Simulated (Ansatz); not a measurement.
# ScAl3: the cost of one run

Method: DFT PBEsol, scalar-relativistic, plane waves, PAW, in Ansatz 0.2.0.

1 further run of the same task is left out (set aside as unsound or not needed). Runs told in other sessions of the task aren't counted.

### 1 The starting structure

Symmetry: Pm-3m, No. 221, cubic system. Conventional cell: a = 4.071 Å, b = 4.071 Å, c = 4.071 Å, α = 90.00°, β = 90.00°, γ = 90.00°. Sc (site symmetry m-3m) is surrounded by 12 Al at 2.88 Å. Al (site symmetry 4/mmm) has 4 Sc at 2.88 Å and 8 Al at 2.88 Å in its first shell of neighbours.

Structure file:

```
Sc Al
1.0
     4.07130    0.00000    0.00000
     0.00000    4.07130    0.00000
     0.00000    0.00000    4.07130
Sc Al
1 3
Direct
  0.00000 0.00000 0.00000
  0.50000 0.00000 0.50000
  0.00000 0.50000 0.50000
  0.50000 0.50000 0.00000
```

It goes back to an entry of the Materials Project.

This cell was relaxed beforehand with the same method: volume 16.87 Å³/atom, gap on the mesh none (metal).

### 2 The undisturbed cell

input.yaml

```yaml
crystal:
  lattice:
    - [4.0712986161, 0.0, 0.0]
    - [0.0, 4.0712986161, 0.0]
    - [0.0, 0.0, 4.0712986161]
  atoms:
    - { symbol: Sc, position: [0.0, 0.0, 0.0] }
    - { symbol: Al, position: [0.5, 0.0, 0.5] }
    - { symbol: Al, position: [0.0, 0.5, 0.5] }
    - { symbol: Al, position: [0.5, 0.5, 0.0] }
basis:
  ecutwfc: 420
kpoints:
  mp_grid: { grid: [12, 12, 12] }
hamiltonian:
  xc: pbesol
scf:
  occupations: { method: gaussian, width: 0.15 }
output:
  forces: true
  stress: true
  eigenvalues: true
  write_density: true
  write_potential: true
  elf: true
  volumetric_format: npy
```

On the command line:

```
$ ansatz run input.yaml --threads 2 --pin off --max-ram 5120MiB --backend cpu --events-out ev --progress --plain --runs-dir out
```

What time and memory should one allow on 2 threads of Arm Neoverse V2, shared host?

About 3.1 s, with a peak of 0.37 GiB.
